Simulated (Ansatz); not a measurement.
F

```
F
1.0
     2.75000   -1.64000    0.00000
     2.75000    1.64000    0.00000
    -1.53601    0.00000    7.12002
F
4
Direct
  0.05040 0.05040 0.09960
  0.94960 0.94960 0.90040
  0.50500 0.50500 0.60000
  0.49500 0.49500 0.40000
```

Atom numbers follow the list: F1, F2, F3, F4.

Conventional cell: a = 5.500 Å, b = 3.280 Å, c = 7.284 Å, α = 90.00°, β = 102.17°, γ = 90.00°. F (atom 1) has 1 F at 1.44 Å as nearest neighbours. Around F (atom 3) lie 1 F at 1.45 Å.

The cell comes from COD entry 9012471, which wasn't checked; take it as a given geometry.

Computed with DFT, PBE, all-electron LAPW, scalar-relativistic in Ansatz 0.2.0.

The runs use a Γ-centred 11×11×5 k mesh, Fermi–Dirac smearing of 0.03 eV, basis error target 1 meV/atom, no spin polarisation.

* Pressure at this cell: -1.34 GPa
* Band gap: 2.36 eV, direct at Γ
* Stress xx, yy, zz (compression positive): 0.67, 0.79, -5.49 GPa
* Largest force: 0.954 eV/Å on F3
* Volume per atom: 108.3 bohr³
